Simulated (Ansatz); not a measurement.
## Pb under changes of volume

One of the cells (31.034 Å³/atom); the others are scaled copies at fixed shape and fractional positions:

```
CELL_PARAMETERS angstrom
-1.97966 1.97966 1.97966
1.97966 -1.97966 1.97966
1.97966 1.97966 -1.97966
ATOMIC_POSITIONS crystal
Pb 0.00000 0.00000 0.00000
```

This isn't the form of Pb at room conditions, which is fcc.

- Program: Ansatz 0.2.0
- Functional: PBEsol
- Potentials or basis: Ansatz PAW
- Cutoff: 420 eV (not typed: the program's choice for these potentials)
- k mesh: 9 × 9 × 9
- Occupations: fermi-dirac, width 0.05 eV
- Spin: no spin polarisation

```tsv
volume (Å³/atom)	energy over the lowest point (meV/atom)	pressure (GPa)
29.172	?	?
29.792	0.00	-0.2
30.413	2.97	-1.2
31.034	9.43	-2.0
31.654	18.90	-2.7
32.275	30.94	-3.2
32.896	45.13	-3.8
```

Q: What does the run at 29.172 Å³/atom give?

A: Energy over the lowest point 1.01 meV/atom; pressure 0.8 GPa.

Worked out: A Birch-Murnaghan fit of order 3 (a polynomial in V^(-2/3)) to the other rows has its minimum at 29.64 Å³/atom, just outside them, with B0 = V·E''(V) = 52 GPa and B' = 6.3. It gives 1.15 meV/atom at 29.172 Å³/atom, against the run's 1.01, and -dE/dV = 0.9 GPa, against 0.8.

Energies are extrapolated to zero smearing.

Caveats: the PAW data sets come from PBE, with cores solved anew for the run's functional, which leaves a small shift of forces and pressure.
